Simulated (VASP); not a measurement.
# Ge (Fd-3m) in VASP: notebook

The runs below take Ge through single point, with PBEsol.

All numbers are computed with VASP 6.6.1; they aren't measurements. Logs are shortened: lines on timing, memory, paths and dates and some standing lists are left out, and cuts for length are marked.

## Step 1: The undisturbed crystal

It takes space group Fd-3m (No. 227, cubic). Conventional cell: a = 5.658 Å, b = 5.658 Å, c = 5.658 Å, α = 90.00°, β = 90.00°, γ = 90.00°. Around Ge (site symmetry -43m) lie 4 Ge at 2.45 Å.

## Step 2: Single point, PBEsol (grid = ENCUT=250 dk=0.45 cell=3x3x2 ISMEAR=0 SIGMA=0.05 LREAL=Auto EDIFF=1e-06)

Contents of INCAR:

```
PREC = Accurate
ENCUT = 250
EDIFF = 1E-6
ISMEAR = 0
SIGMA = 0.05
LREAL = Auto
LASPH = True
NELM = 120
ALGO = Fast
ISIF = 2
LWAVE = False
LCHARG = False
GGA = PS
NBANDS = 264
NCORE = 1
KPAR = 2
```

Contents of KPOINTS:

```
Automatic mesh
0
Gamma
  2 2 3
```

Contents of POSCAR:

```
Ge
1.0
    0.0000000000      8.4867300000      8.4867300000
    8.4867300000      0.0000000000      8.4867300000
    5.6578200000      5.6578200000      0.0000000000
Ge
36
Direct
    0.2500000000      0.2500000000      0.3750000000
    0.2500000000      0.2500000000      0.8750000000
    0.2500000000      0.5833333333      0.3750000000
    0.2500000000      0.5833333333      0.8750000000
    0.2500000000      0.9166666667      0.3750000000
    0.2500000000      0.9166666667      0.8750000000
    0.5833333333      0.2500000000      0.3750000000
    0.5833333333      0.2500000000      0.8750000000
    0.5833333333      0.5833333333      0.3750000000
    0.5833333333      0.5833333333      0.8750000000
    0.5833333333      0.9166666667      0.3750000000
    0.5833333333      0.9166666667      0.8750000000
    0.9166666667      0.2500000000      0.3750000000
    0.9166666667      0.2500000000      0.8750000000
    0.9166666667      0.5833333333      0.3750000000
    0.9166666667      0.5833333333      0.8750000000
    0.9166666667      0.9166666667      0.3750000000
    0.9166666667      0.9166666667      0.8750000000
    0.1666666667      0.1666666667      0.2500000000
    0.1666666667      0.1666666667      0.7500000000
    0.1666666667      0.5000000000      0.2500000000
    0.1666666667      0.5000000000      0.7500000000
    0.1666666667      0.8333333333      0.2500000000
    0.1666666667      0.8333333333      0.7500000000
    0.5000000000      0.1666666667      0.2500000000
    0.5000000000      0.1666666667      0.7500000000
    0.5000000000      0.5000000000      0.2500000000
    0.5000000000      0.5000000000      0.7500000000
    0.5000000000      0.8333333333      0.2500000000
    0.5000000000      0.8333333333      0.7500000000
    0.8333333333      0.1666666667      0.2500000000
    0.8333333333      0.1666666667      0.7500000000
    0.8333333333      0.5000000000      0.2500000000
    0.8333333333      0.5000000000      0.7500000000
    0.8333333333      0.8333333333      0.2500000000
    0.8333333333      0.8333333333      0.7500000000
```

Potentials or basis: VASP PAW PBE potentials, release 64 (Ge_d).

The run is started by

```sh
cat potpaw_PBE.64/Ge_d/POTCAR > POTCAR
mpirun -np 4 vasp_std > vasp.out
```

OUTCAR:

```text
PREC = Accurate
   ENCUT = 250
   EDIFF = 1E-6
   ISMEAR = 0
   LREAL = Auto
   LASPH = True
   NELM = 120
   ISIF = 2
   GGA = PS

 Found      6 irreducible k-points:

 Following reciprocal coordinates:
            Coordinates               Weight
  0.000000  0.000000  0.000000      1.000000
  0.500000  0.000000  0.000000      2.000000
  0.500000  0.500000  0.000000      1.000000
  0.000000  0.000000  0.333333      2.000000
  0.500000  0.000000  0.333333      4.000000
  0.500000  0.500000  0.333333      2.000000
   k-points           NKPTS =      6   k-points in BZ     NKDIM =      6   number of bands    NBANDS=    264
   number of dos      NEDOS =    301   number of ions     NIONS =     36
   total plane-waves  NPLWV = 172032
   dimension x,y,z NGX =    64 NGY =   64 NGZ =   42
   dimension x,y,z NGXF=   128 NGYF=  128 NGZF=   84
   ions per type =              36
   NGX,Y,Z   is equivalent  to a cutoff of   8.86,  8.86,  8.73 a.u.
   NGXF,Y,Z  is equivalent  to a cutoff of  17.73, 17.73, 17.45 a.u.
 SYSTEM =  unknown system
   PREC   = accura    normal or accurate (medium, high low for compatibility)
   ISTART =      0    job   : 0-new  1-cont  2-samecut
   ICHARG =      2    charge: 1-file 2-atom 10-const
   ISPIN  =      1    spin polarized calculation?
   LNONCOLLINEAR =      F non collinear calculations
   LSORBIT =      F    spin-orbit coupling
   LASPH  =      T    aspherical Exc in radial PAW
   ENCUT  =  250.0 eV  18.37 Ry    4.29 a.u.  15.47 15.47 10.32*2*pi/ulx,y,z
   NELM   =    120;   NELMIN=  2; NELMDL= -5     # of ELM steps
   EDIFF  = 0.1E-05   stopping-criterion for ELM
   LREAL  =      T    real-space projection
   EDIFFG = 0.1E-04   stopping-criterion for IOM
   NSW    =      0    number of steps for IOM
   IBRION =     -1    ionic relax: 0-MD 1-quasi-New 2-CG
   NFREE  =      0    steps in history (QN), initial steepest desc. (CG)
   ISIF   =      2    stress and relaxation
   ISYM   =      2    0-nonsym 1-usesym 2-fastsym
   POTIM  = 0.5000    time-step for ionic-motion
   TEBEG  =    0.0;   TEEND  =   0.0 temperature during run
   PSTRESS=    0.0 pullay stress
   NELECT =     504.0000    total number of electrons
   NUPDOWN=      -1.0000    fix difference up-down
   EMIN   =  10.00;   EMAX   =-10.00  energy-range for DOS
   EFERMI =   0.00;   METHOD = LEGACY
   ISMEAR =     0;   SIGMA  =   0.05  broadening in eV -4-tet -1-fermi 0-gaus
   EFERMI_NEDOS =   21; number of points for ismear=-14 and -15
   IALGO  =     68    algorithm
   IMIX   =      4    mixing-type and parameters
     AMIX     =   0.40;   BMIX     =  1.00
     AMIX_MAG =   1.60;   BMIX_MAG =  1.00
  volume/ion in A,a.u.               =      22.64       152.78
  Fermi-wavevector in a.u.,A,eV,Ry     =   1.394756  2.635708 26.468033  1.945346
  Thomas-Fermi vector in A             =   2.518275
   LORBIT       =      0    0 simple, 1 ext, 2 COOP (PROOUT), +10 PAW based schemes
   GGA     = PS    functional components
   LHFCALC =     F    Hartree Fock is set to
   AEXX    =    0.0000 exact exchange contribution
   IVDW    =     0    specifies the selected vdW correction
   LEPSILON=     F    determine dielectric tensor
   LRPA    =     F    only Hartree local field effects (RPA)
 non-spin polarized calculation
 RMM-DIIS sequential band-by-band and
 Gauss-broadening in eV      SIGMA  =   0.05
  energy-cutoff  :      250.00
  volume of cell :      815.00
 maximum number of plane-waves:      7345
 NGX is ok and might be reduce to    64
   NGX = 31   NGY = 31   NGZ = 21

 number of electron     504.0000005 magnetization

 Free energy of the ion-electron system (eV)
  ---------------------------------------------------
  ext. energy  EPLUGINS =         0.00000000
  ---------------------------------------------------
  free energy    TOTEN  =      -173.69205215 eV

  energy without entropy =     -173.68448630  energy(sigma->0) =     -173.68826922

 E-fermi :   4.8790     XC(G=0): -10.1202

 val. band max:        4.8605875247   @ k =   0.0000   0.0000   0.0000
 cond. band min:       4.9725904915   @ k =   0.5000   0.5000   0.0000
 fundamental gap:      0.1120029668
 Fermi energy:         4.8789901809

 k-point     1 :       0.0000    0.0000    0.0000
  band No.  band energies     occupation
      1     -20.1286      2.00000
      2     -20.1286      2.00000
      3     -20.1267      2.00000
      4     -20.1267      2.00000
      5     -20.1257      2.00000
      6     -20.1257      2.00000
[... 256 lines left out ...]
    263       5.8233      0.00000
    264       6.0879      0.00000

 k-point     2 :       0.5000    0.0000    0.0000
  band No.  band energies     occupation
      1     -20.1298      2.00000
      2     -20.1298      2.00000
      3     -20.1298      2.00000
      4     -20.1298      2.00000
      5     -20.1277      2.00000
      6     -20.1277      2.00000
[... 256 lines left out ...]
    263       6.5273      0.00000
    264       6.5621      0.00000

 k-point     3 :       0.5000    0.5000    0.0000
  band No.  band energies     occupation
      1     -20.1298      2.00000
      2     -20.1298      2.00000
      3     -20.1298      2.00000
      4     -20.1298      2.00000
      5     -20.1286      2.00000
      6     -20.1286      2.00000
[... 256 lines left out ...]
    263       6.4555      0.00000
    264       6.5297      0.00000

 k-point     4 :       0.0000    0.0000    0.3333
  band No.  band energies     occupation
      1     -20.1286      2.00000
      2     -20.1286      2.00000
      3     -20.1267      2.00000
      4     -20.1267      2.00000
      5     -20.1257      2.00000
      6     -20.1249      2.00000
[... 256 lines left out ...]
    263       6.4654      0.00000
    264       6.6414      0.00000

 k-point     5 :       0.5000    0.0000    0.3333
  band No.  band energies     occupation
      1     -20.1298      2.00000
      2     -20.1298      2.00000
      3     -20.1286      2.00000
      4     -20.1286      2.00000
      5     -20.1286      2.00000
      6     -20.1277      2.00000
[... 256 lines left out ...]
    263       7.4449      0.00000
    264       7.5227      0.00000

 k-point     6 :       0.5000    0.5000    0.3333
  band No.  band energies     occupation
      1     -20.1298      2.00000
      2     -20.1298      2.00000
      3     -20.1286      2.00000
      4     -20.1286      2.00000
      5     -20.1277      2.00000
      6     -20.1277      2.00000
[... 256 lines left out ...]
    263       7.4897      0.00000
    264       7.5132      0.00000

------------------------ aborting loop because EDIFF is reached ----------------------------------------

  FORCE on cell =-STRESS in cart. coord.  units (eV):
  Direction    XX          YY          ZZ          XY          YZ          ZX
  --------------------------------------------------------------------------------------
  -------------------------------------------------------------------------------------
  Total      -95.2145934    -95.2145934    -95.2142787      0.0072972     -0.0015361     -0.0015364
  in kB     -187.1777430   -187.1777430   -187.1771242      0.0143453     -0.0030197     -0.0030203
  external PRESSURE =    -187.1775368 kB  Pullay stress =       0.0000000 kB

 VOLUME and BASIS-vectors are now :
 -----------------------------------------------------------------------------
  energy-cutoff  :      250.00
  volume of cell :      815.00
      direct lattice vectors                 reciprocal lattice vectors
     0.000000000  8.486730000  8.486730000    -0.058915507  0.058915507  0.058915507
     8.486730000  0.000000000  8.486730000     0.058915507 -0.058915507  0.058915507
     5.657820000  5.657820000  0.000000000     0.088373260  0.088373260 -0.088373260

 POSITION                                       TOTAL-FORCE (eV/Angst)
 -----------------------------------------------------------------------------------
      4.24336      4.24336      4.24336        -0.000057     -0.000057      0.000091
      7.07227      7.07227      4.24336        -0.000057     -0.000057      0.000091
      7.07227      4.24336      7.07227        -0.000057     -0.000057      0.000091
      9.90118      7.07227      7.07227        -0.000057     -0.000057      0.000091
      9.90119      4.24336      9.90119        -0.000057     -0.000057      0.000091
     12.73010      7.07227      9.90119        -0.000057     -0.000057      0.000091
[... 28 lines left out ...]
      8.48673      8.48673     14.14455         0.000057      0.000057     -0.000091
     11.31564     11.31564     14.14455         0.000057      0.000057     -0.000091
 -----------------------------------------------------------------------------------
    total drift:                               -0.001883     -0.001883      0.001817

  FREE ENERGIE OF THE ION-ELECTRON SYSTEM (eV)
  ---------------------------------------------------
  free  energy   TOTEN  =      -173.6920521476 eV

  energy  without entropy=     -173.6844863014  energy(sigma->0) =     -173.68826922
```

Wall time 11 min (4 MPI ranks of AMD EPYC 9R14 (Zen 4), shared host); peak memory 0.42 GiB.

The run converged, but a check on its numbers failed (symmetry, net force, bounds or a known fault of this set-up), so they aren't taken as properties of the crystal.

Caveat: the cutoff lies under the usual one of these potentials, so the numbers hold a large basis-set error; the PAW data sets were made with another functional, which shifts forces and pressure a little.

(Continued in part 2 of 2.)
